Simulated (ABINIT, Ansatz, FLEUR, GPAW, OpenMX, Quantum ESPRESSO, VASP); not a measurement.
**One calculation of Fe, 9 ways**

```
Fe
1.0
    -1.44300    1.44300    1.44300
     1.44300   -1.44300    1.44300
     1.44300    1.44300   -1.44300
Fe
1
Direct
  0.00000 0.00000 0.00000
```

Alike in all runs: task band structure; functional LDA; k mesh 13 × 13 × 13; occupations fermi-dirac, width 0.05 eV; collinear spin, ferromagnetic start; no spin-orbit coupling. LDA stands for any of its common fits. Pressure is positive in compression and, in plane waves, holds the error of the finite cutoff, which Ansatz's Pulay term estimates and takes out.

```
                                                    program and potentials  plane-wave cutoff (eV)                                                                      notes  pressure (GPa)  net moment per atom (μB)
            OpenMX, OpenMX 2013 LDA set, Fe6.0H-s3p2d2, grid cutoff 500 Ry                       -                      atomic basis; 16 valence electrons an atom on average          -24.44                      2.26
                                                  ABINIT, JTH PAW PBE v2.0                     844           potentials made for PBE; 16 valence electrons an atom on average          -25.90                      2.22
                                            Quantum ESPRESSO, SG15 PBE 1.2                     952           potentials made for PBE; 16 valence electrons an atom on average          -29.13                      2.19
                            Ansatz, all-electron LAPW, scalar-relativistic                       -                                                                          -          -26.05                      2.20
                                                       Ansatz, JTH PAW LDA                    1320  16 valence electrons an atom on average; Pulay term of +0.07 GPa included          -26.18                      2.21
                                                FLEUR, all-electron, FLAPW                       -                                                                          -               -                      2.21
GPAW, the program's PAW data sets (release 1.2.1) made for this functional                     600                                     8 valence electrons an atom on average          -25.51                      2.20
                        Quantum ESPRESSO, PseudoDojo 0.4.1 SR LDA standard                    1225                                    16 valence electrons an atom on average          -24.48                      2.29
                                            VASP, LDA PAW files Fe, 520 eV                     520                                     8 valence electrons an atom on average          -26.86                      2.16
```

The pressure spans -29.13 (Quantum ESPRESSO, SG15 PBE 1.2) to -24.44 GPa (OpenMX, OpenMX 2013 LDA set, Fe6.0H-s3p2d2, grid cutoff 500 Ry), with all-electron results at -26.05. The net moment per atom spans 2.16 (VASP, LDA PAW files Fe, 520 eV) to 2.29 μB (Quantum ESPRESSO, PseudoDojo 0.4.1 SR LDA standard), with all-electron results at 2.20 to 2.21. The cell lies far from this level's equilibrium. The state is the one that the start led to, which needn't be the lowest. The pressure on the cell as given of Quantum ESPRESSO, SG15 PBE 1.2 lies far from the others; the cause wasn't traced. Rows in atomic bases carry the error of their basis and grid, which can be large.

The functional is the same throughout but for its coding, so the spread measures potentials, basis and numerics; runs on potential files found faulty are left out.
